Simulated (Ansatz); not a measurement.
# Relativity in Ca

```
CELL_PARAMETERS angstrom
3.98000 0.00000 0.00000
-1.99000 3.44678 0.00000
0.00000 0.00000 6.52000
ATOMIC_POSITIONS crystal
Ca 0.33333 0.66667 0.25000
Ca 0.66667 0.33333 0.75000
```

Atom numbers follow the list: Ca1, Ca2.

Structure: COD 9008489, as refined from experiment and not relaxed. It was measured hot, at 723 K.

One fixed cell is solved with PBE by LAPW (all electrons) in Ansatz 0.2.0 under different relativistic treatments. Pressure is positive in compression.

Sampling and basis: a Γ-centred 11×11×6 k mesh, Fermi–Dirac smearing of 0.08 eV, basis error target 0.5 meV/atom, no spin polarisation.

```tsv
setting	P (GPa)	lowest level at Γ above −25 eV, from the valence-band top or, without a gap, the Fermi level (eV)
scalar-relativistic	-0.83	-23.22
non-relativistic	-0.81	-23.19
```
